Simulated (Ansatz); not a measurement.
# FeO (R-3m) in Ansatz: a series of runs, part 2 of 2

Ansatz 0.2.0. The steps go on from the part before.

**4. Single point, PBE+U, collinear spin, random start**

input.yaml

```yaml
crystal:
  lattice:
    - [1.51768211, 0.87623418, 2.51579458]
    - [-1.51768211, 0.87623418, 2.51579458]
    - [0.0, -1.75246835, 2.51579458]
  atoms:
    - { symbol: Fe, position: [0.0, 0.0, 0.0], spin: 1.56 }
    - { symbol: O, position: [0.5, 0.5, 0.5] }
hamiltonian:
  xc: pbe
  pseudopotentials: { kind: paw }
  hubbard: { sites: [{ species: Fe, l: d, u_eff: 5.0 }] }
magnetization:
  spin_polarized: true
kpoints:
  mp_grid: { grid: [8, 8, 8] }
scf:
  occupations: { method: gaussian, width: 0.05 }
output:
  forces: true
  stress: true
  eigenvalues: true
```

Potentials or basis: Ansatz PAW.

On the command line:

```sh
ansatz run input.yaml --threads 2 --pin off --max-ram 5632MiB --backend cpu --events-out ev --progress --plain --runs-dir out
```

Output:

```text
Warning: RAYON_NUM_THREADS=2 ignored (pool sized by the plan → 2); use --threads N
Fe: projections on atomic orbitals take those of the free atom [Ne] 3s2 3p6 3d6 4s2, of charge +0.00 (hamiltonian.pseudopotentials.projection_atoms); the dataset's partial waves leave at most 1.1e-6 of an orbital's norm unspanned inside its sphere
O: projections on atomic orbitals take those of the free atom [He] 2s2 2p4, of charge +0.00 (hamiltonian.pseudopotentials.projection_atoms); the dataset's partial waves leave at most 1.9e-8 of an orbital's norm unspanned inside its sphere
Engine: ansatz 0.2.0, x86_64-unknown-linux-gnu
Pseudopotentials: kind: paw
Pseudopotential: Fe, paw, valence charge 16, recommended cutoff 420 eV (normal), Fe.paw.azcp
Pseudopotential: O, paw, valence charge 6, recommended cutoff 420 eV (normal), O.paw.azcp
Functional definition: PBE
  parameter kappa = 0.804
  parameter beta = 0.06672455060314922
  exchange = pbe_x(kappa = kappa, mu = beta*pi^2/3)
  correlation = pbe_c(beta = beta)
Crystal: 2 atoms, lattice volume = 20.074 Å³
Basis set: ecut = 420 eV, 399 PW (Γ), exchange–correlation on 48×48×48 points (8 copies of the dense FFT grid, shifted against one another)
Bands: 16, of which v1, the nominal top of the filled ones, is band 11 counted from 1 (10 counted from 0)
Symmetry: 12 space group operations
Space group: R-3m (ITA 166), of the structure as read, at distance tolerance 2.7e-5 Å
Magnetic group: BNS 166.97 (UNI 1327), of the structure as read, at distance tolerance 2.7e-5 Å
k-points: 65 of 512
Non-local potential: Fe, projectors of the file, l = 0: 3, l = 1: 2, l = 2: 3, l = 3: 1
Non-local potential: O, projectors of the file, l = 0: 2, l = 1: 2, l = 2: 1
PAW form: soft (Blöchl's): semilocal exchange-correlation on the pseudo side does not see the compensation charge
PAW one-centre angular grid: Fe, 590 points (default); XC on 64 Gauss nodes
PAW one-centre angular grid: O, 110 points (default); XC on 64 Gauss nodes
Initial density: superposition of atomic densities (chi_scale 0.1, normalization cell, long waves kept (reshape's long-wave potential 0.00 eV rms))
Starting moments: Σ|m| = 1.56 μB on 1 of 2 sites
[... 48 lines left out ...]
SCF 4 converged in 2 iterations: F = -5045.807644 eV  dr2 = 1.71e-10
Symmetry: 2 space group operations
k-points: 260 of 512
Initial wavefunctions: those read from a saved state, or passed on in memory by an earlier step or the calling program
iter 1 solved again at ethr=1.00e-12 eV; its pass at ethr=4.55e-6 eV (dr2=1.71e-10 eV) is discarded
SCF iter   1: F=—  HF=-5045.807644 eV  |F-HF|=—  |Δ(HF+E_count)|=         —  Δρ=1.86e-6 (↑8.86e-7 ↓1.86e-6)  dr2=1.71e-10  dr2_m=2.33e-10  M=4.000 μB ∫|m|=4.005 μB  ethr=1.00e-12  ⟨swp⟩=1.0  Hψ=48816  notcnv=0
SCF iter   2: F=—  HF=-5045.807638 eV  |F-HF|=—  |Δ(HF+E_count)|=   5.72e-6  Δρ=1.65e-4 (↑1.65e-4 ↓9.91e-5)  dr2=4.64e-6  dr2_m=3.06e-7  M=4.000 μB ∫|m|=4.005 μB  ethr=4.55e-6  ⟨swp⟩=1.0  Hψ=37459  notcnv=0
SCF iter   3: F=-5045.807643 eV  HF=-5045.807643 eV  |F-HF|=2.03e-8  |Δ(HF+E_count)|=   4.64e-6  Δρ=1.11e-5 (↑1.11e-5 ↓7.72e-6)  dr2=2.97e-8  dr2_m=3.76e-9  M=4.000 μB ∫|m|=4.005 μB  ethr=4.55e-10  ⟨swp⟩=2.0  Hψ=24411  notcnv=0
an SCF along what the orbitals of the run's state read of its open shells (or to have them read: on a GPU, or by another smearing), with 10 of the crystal's symmetry operations given up (260 k-points in place of 65), reached no lower state that the run goes on to. This is no proof of a minimum
SCF converged after 2 iterations
Stability not told: the SCF's own minimisation came to no verdict on its close; the lowest value that the minimisation read is 2.5e-2 (residual 3.1e-4): no lower mode is shown, and none is ruled out
Magnetization: 4.0000 μB (13.0000 up, 9.0000 down)
Absolute magnetization: 4.0043 μB (∫|ρ↑−ρ↓|, with the PAW one-centre terms)
Spin contamination: 0.0051 ħ² per cell (⟨S²⟩ above its minimum at these occupations)
Per-site moments (μB) at R_I (Å): [(3.4971998673703464, 0.8898391749306156), (0.18574399434725977, 0.8898391749306156)]
Free energy (F): -5045.807644 eV
Harris-Foulkes:  -5045.807644 eV  (|F-HF|=8.69e-10)
Internal energy: -5045.807644 eV  (E = F + TS)
E sigma→0 (E₀):  -5045.807644 eV
Fermi energy:    14.090431 eV
--- Per-component energies (eV) ---
  E_band       = -279.837746
  E_kinetic    = 515.270358
  E_local      = -2604.231209  (includes V_loc(G=0)·N_el)
  E_nonlocal   = 281.582053
  E_hartree    = 1062.948755
  E_xc         = -188.113887
  E_vxc        = -241.195967  (∫ρ·V_xc dr)
  E_hubbard    = 0.727116  (on-site DFT+U / exact-exchange correction)
  E_vhub       = -14.162674  (the Hubbard potential's part of the band-sum identity)
  E_paw        = -1530.541115  (= ΣΔE_a)
  E_vpaw       = -343.001195  (= ΣTr[D̂ρ^β])
  E_aug_tail   = 0.003362  (compensation charges beyond the density's cutoff)
  E_ewald      = -2583.453077
  E_smearing   = -0.000000  (= −TS)
  E_closure    = 0.000000  (closes the sum)
  Σ components = -5045.807644   (vs F -5045.807644, Δ=0.00e0)
--- Forces (eV/Å), atoms counted from 1 ---
  atom   1  Fe     0.00000000     0.00000000     0.00000000
  atom   2  O      0.00000000     0.00000000     0.00000000
  max |Σ_I F_I| component: 0.00e0 eV/Å
--- Stress (GPa, compression-positive) ---
       16.285889       0.000000       0.000000
        0.000000       9.088534       1.316385
        0.000000       1.316598      13.776467
  P = ⅓ Tr σ = 13.0503 GPa (130.503 kbar)
--- Band table (eV; the first three rows and the last of 300) ---
  k-point 0 ↑: bands = ["-75.4285", "-42.1483", "-41.8456", "-40.3552", "-5.8319", "7.4895", "7.5424", "8.3445", "8.4432", "9.1959", "11.0855", "11.1622", "11.1960", "14.6282", "29.6379", "31.0599"]
  k-point 1 ↑: bands = ["-75.4279", "-42.1492", "-41.8467", "-40.3635", "-5.6688", "7.3439", "7.4054", "8.2053", "8.3164", "8.6944", "10.6658", "11.5501", "11.6341", "15.7252", "27.7566", "30.6115"]
  k-point 2 ↑: bands = ["-75.4269", "-42.1515", "-41.8493", "-40.3836", "-5.2472", "6.8267", "6.9217", "7.2402", "8.3109", "8.4054", "10.6171", "12.4176", "12.4685", "17.4763", "25.1717", "28.9011"]
  k-point 149 ↓: bands = ["-71.1289", "-37.5842", "-37.4419", "-36.8167", "-4.2966", "6.8723", "9.7080", "10.2163", "12.7261", "17.1744", "17.2942", "18.9929", "19.2432", "19.2951", "24.1605", "28.1062"]
Occupation matrices written to <dir>
```

It took 27 s on 2 threads of Intel Xeon Platinum 8488C (Sapphire Rapids), shared host; peak memory 0.8 GiB.

Results:

```
Free energy            : -5045.8076 eV
Pressure               : 13.1 GPa
Band gap on the k mesh : 1.08 eV, indirect (least direct gap 3.09 eV)
Net moment             : 4.00 μB per cell
Absolute moment        : 4.00 μB per cell
Site moments           : Fe +3.50; O +0.19 μB
```

Eigenvalues of the final occupation matrices:
```tsv
site	spin	trace	eigenvalues
site 1	1	4.99	1.00 1.00 1.00 1.00 1.00
site 1	2	1.26	0.04 0.04 0.10 0.10 0.98
```

Caveat: the magnetic or orbital state may not be the lowest; the pressure holds a Pulay correction of +0.7 GPa for the finite cutoff; a cell with one magnetic atom can't hold antiferromagnetic order, which such compounds often take.

**5. Overview**

| level | spin | U | fixed moment (μB) | cutoff (eV) | gap on the mesh (eV) | pressure (GPa) | moment (μB) |
| --- | --- | --- | --- | --- | --- | --- | --- |
| PBE+U | collinear, ferromagnetic start | Fe d U = 5 eV | 4 | 420 | - | 13.1 | 4.00 |
| r2SCAN+U | collinear, ferromagnetic start | Fe d U = 2 eV | - | 500 | 0.66 | 2.5 | 4.00 |
| PBE+U | collinear, random start | Fe d U = 5 eV | - | 420 | 1.08 | 13.1 | 4.00 |

Alike in all rows: task single point; potentials or basis Ansatz PAW; cell as given; k mesh 8 × 8 × 8; smearing gaussian 0.05 eV.

The pressure there spans 2.5 GPa (r2SCAN+U) to 13.1 GPa (PBE+U); a positive pressure means that this level wants a larger cell, a negative one a smaller.

Caveats: the magnetic or orbital state may not be the lowest; a cell with one magnetic atom can't hold antiferromagnetic order, which such compounds often take; the total moment is fixed, so each spin has its own Fermi level (some runs); the thresholds are loose for stress (some runs); the PAW data sets come from PBE, with cores solved anew for the run's functional, which leaves a small shift of forces and pressure (some runs).

Total energies depend on the potentials used, so only differences within one code and one set of settings carry meaning.
